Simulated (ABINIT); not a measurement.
Wanted: the native input for an ABINIT 10.8.3 (patched build) run.

- Task: equation of state
- Functional: WC
- Potentials or basis: PseudoDojo NC SR PBEsol v0.4.1 standard
- Cutoff: 544 eV
- k mesh: 11 × 11 × 11
- Occupations: fermi-dirac, width 0.05 eV
- Spin: no spin polarisation

The system is Al.

```
CELL_PARAMETERS angstrom
0.00000 2.02481 2.02481
2.02481 0.00000 2.02481
2.02481 2.02481 0.00000
ATOMIC_POSITIONS crystal
Al 0.00000 0.00000 0.00000
```

These files were run (other wordings do the same):

run.abi

```
# Datasets: one volume each
ndtset 7
getwfk -1
scalecart1 3*0.9795861087
scalecart2 3*0.9864848297
scalecart3 3*0.9932883884
scalecart4 3*1.0000000000
scalecart5 3*1.0066227096
scalecart6 3*1.0131594038
scalecart7 3*1.0196128224

# Pseudopotentials
pp_dirpath "./"
pseudos "Al.upf"

# Structure
acell 2.8635066922 2.8635066922 2.8635066922 Angstrom
rprim
     0.0000000000     0.7071067812     0.7071067812
     0.7071067812     0.0000000000     0.7071067812
     0.7071067812     0.7071067812     0.0000000000
ntypat 1
znucl 13
natom 1
typat 1
xred
     0.0000000000     0.0000000000     0.0000000000

# Plane-wave basis
ecut 544.227725 eV

# k points
kptopt 1
ngkpt 11 11 11
nshiftk 1
shiftk 0.0 0.0 0.0

# Exchange and correlation
ixc 23

# Bands and occupations
nband 6
occopt 3
tsmear 0.00183747

# SCF cycle
nstep 100
tolvrs 1.0e-10

# Output
iomode 3
prtwf 1
prtden 0
prteig 0
prtebands 0
enunit 2
```

Potentials or basis: PseudoDojo NC SR PBEsol v0.4.1 standard.

The run is started by

```console
$ abinit run.abi > log 2>&1
```

Results of the run:

```
Equilibrium volume                      : 16.28 Å³/atom
Bulk modulus                            : 82 GPa
Pressure derivative of the bulk modulus : 4.5
```

Caveat: pressures at fixed basis lie under the slope of the energies; the potentials were made for another functional, which shifts forces and pressure.

Wall time 20 s on 1 thread of Arm Neoverse V1, on a shared host, peak memory 0.11 GiB.
